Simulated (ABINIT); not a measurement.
# BaTe (Fm-3m): G0W0 in ABINIT against the screening cutoff in the self-energy, part 2 of 2

Aim: move the screening cutoff in the self-energy of a G0W0 run on BaTe (Fm-3m) over a wide range.

ABINIT 10.8.3; PBE and many-body steps on it, plane waves. Known limits of the many-body steps: not at the basis limit; exchange with frozen shells missing; no spin-orbit coupling; coarse k mesh.

So far. Step 2 (Screening, 2×2×2 mesh, 151 bands, screening to 176.9 eV): Local fields lower ε∞ by 17 %. On a Γ-centred mesh this coarse the value itself is usually too large, while a short band sum pulls it down. Step 5 (2.3 Ha): The gap on the mesh goes from 1.54 eV to 2.67 eV, a correction of +1.13 eV.

The database entry behind the starting cell differs from later determinations by our own check (about 0.2 % short), so it need not match the best structure at ambient conditions.

## Step 6: 3.2 Ha

Level of this step: G0W0 on PBE, plane waves, norm-conserving pseudopotentials (ABINIT).

The input, run.abi:

```
acell 3*1.0 Angstrom
rprim 
  -0.000000000000 3.493000000000 3.493000000000
  3.493000000000 -0.000000000000 3.493000000000
  3.493000000000 3.493000000000 -0.000000000000
ntypat 2
znucl 56 52
natom 2
typat 1 2
xred 
  0.000000000000 0.000000000000 0.000000000000
  0.500000000000 0.500000000000 0.500000000000
pp_dirpath "pseudos"
pseudos "Ba.upf, Te.upf"
ecut 34
ngkpt 2 2 2
nshiftk 1
shiftk 0 0 0
kptopt 1
chksymbreak 0
istwfk *1
occopt 1
irdwfk 1
optdriver 4
nband 151
gwcalctyp 0
ecutsigx 34
symsigma 1
nkptgw 2
kptgw 
  0.0000000000 0.0000000000 0.0000000000
  0.5000000000 0.5000000000 0.0000000000
bdgw 
  11 17
  12 15
ecuteps 3.2
irdscr 1
ppmodel 1
indata_prefix "in"
outdata_prefix "out"
tmpdata_prefix "tmp"
```

The run is started by

```console
$ OMP_NUM_THREADS=1 mpirun -n 4 abinit run.abi > log
```

Output:

```text
.Version 10.8.3 of ABINIT. v10.8.2 released Aug 2026.

 Symmetries : space group Fm -3 m (#225); Bravais cF (face-center cubic)
[... echo of the input left out ...]
== DATASET  1 ==================================================================
-   mpi_nproc: 4, omp_nthreads: 1 (-1 if OMP is not activated)

--- !DatasetInfo
iteration_state: {dtset: 1, }
dimensions: {natom: 2, nkpt: 3, mband: 151, nsppol: 1, nspinor: 1, nspden: 1, mpw: 5577, }
cutoff_energies: {ecut:  34.0, pawecutdg:  -1.0, }
[...]
Band     E0 <VxcDFT>   SigX SigC(E0)      Z dSigC/dE  Sig(E)    E-E0       E
[...]
14   5.177  -7.544  -3.643  -3.532   0.817  -0.225  -7.243   0.301   5.478
       15   8.114 -10.441  -5.557  -3.908   0.809  -0.235  -9.651   0.790   8.904

== END DATASET(S) ==============================================================
================================================================================

 -outvars: echo values of variables after computation  --------
           etotal      0.0000000000E+00
            nband         151
             nkpt           3
          spgroup         225
 [... the other variables as echoed above ...]

 Calculation completed.
```

It took 8.8 s on 4 MPI ranks of Arm Neoverse N1, shared host; peak memory 0.68 GiB; 35 s of CPU time.

Numbers from this step:

```yaml
g0w0_gap_on_the_points_computed: 2.727 eV
starting_gap_on_the_mesh: 1.541 eV
k_of_the_valence_top: 0, 0, 0
k_of_the_conduction_bottom: 0.5, 0.5, 0
least_direct_g0w0_gap_on_the_computed_points: 3.093 eV
```

Against the run before, the gap moves by +0.059 eV.

## Step 7: 4.9 Ha

Edit run.abi of step 6 so:

```diff
@@ -35,3 +35,3 @@
   12 15
-ecuteps 3.2
+ecuteps 4.9
 irdscr 1
```

Output:

```text
.Version 10.8.3 of ABINIT. v10.8.2 released Aug 2026.

 Symmetries : space group Fm -3 m (#225); Bravais cF (face-center cubic)
[... echo of the input left out ...]
== DATASET  1 ==================================================================
-   mpi_nproc: 4, omp_nthreads: 1 (-1 if OMP is not activated)

--- !DatasetInfo
iteration_state: {dtset: 1, }
dimensions: {natom: 2, nkpt: 3, mband: 151, nsppol: 1, nspinor: 1, nspden: 1, mpw: 5577, }
cutoff_energies: {ecut:  34.0, pawecutdg:  -1.0, }
[...]
Band     E0 <VxcDFT>   SigX SigC(E0)      Z dSigC/dE  Sig(E)    E-E0       E
[...]
14   5.177  -7.544  -3.643  -3.528   0.816  -0.225  -7.239   0.304   5.481
       15   8.114 -10.441  -5.557  -3.921   0.809  -0.237  -9.662   0.779   8.893

== END DATASET(S) ==============================================================
================================================================================

 -outvars: echo values of variables after computation  --------
           etotal      0.0000000000E+00
            nband         151
             nkpt           3
          spgroup         225
 [... the other variables as echoed above ...]

 Calculation completed.
```

It took 17 s on 4 MPI ranks; peak memory 0.89 GiB.

This step gave:

* G0W0 gap on the points computed: 2.759 eV
* starting gap on the mesh: 1.541 eV
* k of the valence top: 0, 0, 0
* k of the conduction bottom: 0.5, 0.5, 0
* least direct G0W0 gap on the computed points: 3.124 eV

Against the run before, the gap moves by +0.032 eV.

## Step 8: 6.5 Ha

Edit run.abi of step 7 so:

```diff
@@ -35,3 +35,3 @@
   12 15
-ecuteps 4.9
+ecuteps 6.5
 irdscr 1
```

Output:

```text
.Version 10.8.3 of ABINIT. v10.8.2 released Aug 2026.

 Symmetries : space group Fm -3 m (#225); Bravais cF (face-center cubic)
[... echo of the input left out ...]
== DATASET  1 ==================================================================
-   mpi_nproc: 4, omp_nthreads: 1 (-1 if OMP is not activated)

--- !DatasetInfo
iteration_state: {dtset: 1, }
dimensions: {natom: 2, nkpt: 3, mband: 151, nsppol: 1, nspinor: 1, nspden: 1, mpw: 5577, }
cutoff_energies: {ecut:  34.0, pawecutdg:  -1.0, }
[...]
Band     E0 <VxcDFT>   SigX SigC(E0)      Z dSigC/dE  Sig(E)    E-E0       E
[...]
14   5.177  -7.544  -3.643  -3.529   0.816  -0.225  -7.240   0.303   5.480
       15   8.114 -10.441  -5.557  -3.926   0.808  -0.237  -9.666   0.775   8.889

== END DATASET(S) ==============================================================
================================================================================

 -outvars: echo values of variables after computation  --------
           etotal      0.0000000000E+00
            nband         151
             nkpt           3
          spgroup         225
 [... the other variables as echoed above ...]

 Calculation completed.
```

It took 29 s on 4 MPI ranks; peak memory 0.99 GiB.

Numbers from this step:

```
G0W0 gap on the points computed              : 2.762 eV
starting gap on the mesh                     : 1.541 eV
k of the valence top                         : 0, 0, 0
k of the conduction bottom                   : 0.5, 0.5, 0
least direct G0W0 gap on the computed points : 3.128 eV
```

Against the run before, the gap moves by +0.003 eV.

## Step 9: Side by side

Times are wall times on 4 MPI ranks of Arm Neoverse N1, shared host, good to a factor of about two. A run's time includes the screening step that it read.

```
   run   mesh  bands  screening cutoff (eV)  DFT gap (eV)  gap on the mesh (eV)  direct (eV)  ε∞ used  time
0.7 Ha  2×2×2    151                     19         1.541                 2.565        2.949    11.87  24 s
1.3 Ha  2×2×2    151                   35.4         1.541                 2.558        2.942    11.87  24 s
2.3 Ha  2×2×2    151                   62.6         1.541                 2.668        3.040    11.87  25 s
3.2 Ha  2×2×2    151                   87.1         1.541                 2.727        3.093    11.87  27 s
4.9 Ha  2×2×2    151                  133.3         1.541                 2.759        3.124    11.87  35 s
6.5 Ha  2×2×2    151                  176.9         1.541                 2.762        3.128    11.87  48 s
```

## Step 10: Summary of results

```json
{"0.7 Ha": "2.565 eV", "1.3 Ha": "2.558 eV", "2.3 Ha": "2.668 eV", "3.2 Ha": "2.727 eV", "4.9 Ha": "2.759 eV", "6.5 Ha": "2.762 eV", "known limits": "not at the basis limit; exchange with frozen shells missing; no spin-orbit coupling; coarse k mesh"}
```

**Reading.** The setting moved: screening cutoff in the self-energy. From 0.7 Ha to 6.5 Ha the gap moves by +0.20 eV. It holds to 0.03 eV from 4.9 Ha on. Bands and screening cutoff are coupled, so a series along one setting does not show full convergence. Bands and cutoff are finite, so the gap is not at the basis limit. The miss can reach some tenths of an eV and take either sign; the mesh is an error of its own. In the G0W0 runs levels were corrected at 2 k points alone, so a gap called «on the mesh» is the least over those, and an edge elsewhere would be missed. The 2×2×2 mesh is coarse for this cell, which bears on the long-range parts of exchange and screening. The norm-conserving file of at least one element keeps a d shell over frozen s and p shells of the same row. Exchange with those shells is missing from the self-energy, an error of 0.3 to 0.9 eV in cases checked, whose sign depends on which edge lies on those atoms. The many-body steps are scalar-relativistic: spin-orbit coupling is not in them.

[Paths, hosts, dates, memory and timing lines, banners, echoed tables and standing remarks are left out of the program output.]

[Logs are printed without paths, hosts, clocks, repeated set-up lines and the standing remarks that a program may print on its own settings, such as how far it seeks lower states.]

[Runs of the session that timed out or met a known fault of the program may be left out.]

[Hosts, paths, dates, database ids (printed as entryN), source tags and the programs' standing remarks are cut or masked in the printed files.]

[G0W0 gaps are taken among the corrected bands and points alone; a level outside them can change the order at an edge.]

[Where Ansatz stands beside ABINIT at settings called matched, ABINIT's density can come from a denser mesh and the files from another edition; pairs whose starting gaps differed by over 0.03 eV were left out, so agreement reads better than it is.]
